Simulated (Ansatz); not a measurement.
**HgTe: LAPW beside PAW**

Does the method matter for HgTe? The same cell, functional and mesh are run with all-electron LAPW, frozen-core PAW and all-electron PAW on datasets made for the crystal.

Program: Ansatz 0.2.0. Level of theory: DFT LDA, scalar-relativistic. These are calculated values, not measurements.

### 1 The system as given

It takes space group Fm-3m (No. 225, cubic). The conventional cell has a = 5.843 Å, b = 5.843 Å, c = 5.843 Å, α = 90.00°, β = 90.00°, γ = 90.00°. Around Hg (site symmetry m-3m) lie 6 Te at 2.92 Å. Te (site symmetry m-3m) has 6 Hg at 2.92 Å as nearest neighbours.

Coordinates:

```
Hg Te
1.0
     0.00000    2.92150    2.92150
     2.92150    0.00000    2.92150
     2.92150    2.92150    0.00000
Hg Te
1 1
Direct
  0.00000 0.00000 0.00000
  0.50000 0.50000 0.50000
```

The structure is an experimental refinement, used without relaxation.

Atoms are numbered in the order of the input: Hg1, Te2.

### 2 All-electron LAPW

input.yaml

```yaml
crystal:
  lattice:
    - [0.0, 2.9215, 2.9215]
    - [2.9215, 0.0, 2.9215]
    - [2.9215, 2.9215, 0.0]
  atoms:
    - { symbol: Hg, position: [0.0, 0.0, 0.0] }
    - { symbol: Te, position: [0.5, 0.5, 0.5] }
kpoints:
  mp_grid: { grid: [10, 10, 10] }
  band_path:
    path:
      - [0.0, 0.0, 0.0]
      - [0.5, 0.0, 0.5]
      - [0.625, 0.25, 0.625]
      - [0.375, 0.375, 0.75]
      - [0.0, 0.0, 0.0]
      - [0.5, 0.5, 0.5]
      - [0.5, 0.25, 0.75]
      - [0.5, 0.0, 0.5]
    npoints: 14
scf:
  occupations: { method: fermi_dirac, width: 0.08 }
hamiltonian:
  xc: lda
  pseudopotentials: { kind: all_electron, lapw: { basis_error: 0.001 } }
output:
  forces: true
  stress: true
  eigenvalues: true
  fatbands: true
  populations: true
  dos: { projected: true, de: 0.2, e_range: [-14, 8] }
```

Started as:

```bash
$ ansatz run input.yaml --threads 1 --pin off --max-ram 3072MiB --backend cpu --events-out ev --progress --plain --runs-dir out
```

### 3 Frozen-core PAW

input.yaml: that of step 2 with these lines changed.

```diff
@@ -25,3 +25,3 @@
   xc: lda
-  pseudopotentials: { kind: all_electron, lapw: { basis_error: 0.001 } }
+  pseudopotentials: { kind: paw }
 output:
@@ -30,4 +30,9 @@
   eigenvalues: true
-  fatbands: true
+  efg: { contact_densities: true }
   populations: true
+  bader: true
   dos: { projected: true, de: 0.2, e_range: [-14, 8] }
+  write_density: true
+  write_potential: true
+  elf: true
+  volumetric_format: npy
```

### 4 All-electron PAW on datasets made for the crystal

input.yaml: that of step 3 with these lines changed.

```diff
@@ -20,3 +20,3 @@
       - [0.5, 0.0, 0.5]
-    npoints: 14
+    npoints: 8
 scf:
@@ -25,3 +25,3 @@
   xc: lda
-  pseudopotentials: { kind: paw }
+  pseudopotentials: { kind: all_electron, datasets: crystal }
 output:
@@ -31,8 +31 @@
   efg: { contact_densities: true }
-  populations: true
-  bader: true
-  dos: { projected: true, de: 0.2, e_range: [-14, 8] }
-  write_density: true
-  write_potential: true
-  elf: true
-  volumetric_format: npy
```

(Steps that only read results are left out.)

What does the calculation give? Wanted: pressure; gap; Bader charges; highest ELF.

As calculated:

| quantity | value |
| --- | --- |
| pressure | LAPW 3.85, PAW 3.84, crystal datasets 3.85 GPa |
| gap (LAPW) | none |
| Bader charges (PAW) | Hg1 -0.02, Te2 +0.02 e |
| highest ELF (PAW) | 0.57, 1.25 Å from Te |

In words: At this geometry the cell is under compression of 3.9 GPa, so it would expand if let go. Bands cross the Fermi level: the crystal is a metal at this level. Te 5p carries the largest share, 80 %, of the projected states within 0.3 eV of the Fermi level. The projection holds only the free atom's occupied shells (Hg 6s, Hg 5d, Te 5s, Te 5p in this range). PAW lies -0.02 GPa from LAPW in pressure. LAPW took about 2.9 times as long as PAW (46 s against 16 s, on a shared host and with the outputs that each input asks for). Spin-orbit coupling is left out, though the cell holds Hg; in elements this heavy it can shift bands and gaps by tenths of an eV.
